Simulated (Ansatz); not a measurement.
The system is La.

```
CELL_PARAMETERS angstrom
3.75000 0.00000 0.00000
-1.87500 3.24760 0.00000
0.00000 0.00000 6.07000
ATOMIC_POSITIONS crystal
La 0.66667 0.33333 0.75000
La 0.33333 0.66667 0.25000
```

This isn't the form of La at room conditions, which is double hcp.

Base run:

| Property | Result |
| --- | --- |
| Program | Ansatz 0.2.0 |
| Functional | PBEsol |
| Potentials or basis | all-electron LAPW, scalar-relativistic |
| Cutoff | 120 eV (chosen from the basis error) |
| Basis error allowed | 0.001 eV/atom |
| k mesh | 8 × 8 × 5 |
| Occupations | fermi-dirac, width 0.05 eV |
| Spin | no spin polarisation |

Its results: band gap on the k mesh none (metal or under the smearing width); pressure -1.4 GPa.

The run is repeated on the same cell with these changes: hubbard terms from none to La f U = 4 eV. What comes out?

Band gap on the k mesh none (metal or under the smearing width); pressure -0.1 GPa.

Caveats: U is the effective U less J, on atomic orbitals that reach past the spheres (some runs); U without spin polarisation on a metal has little footing (some runs); the U is typed as a test and isn't derived for this compound (some runs).
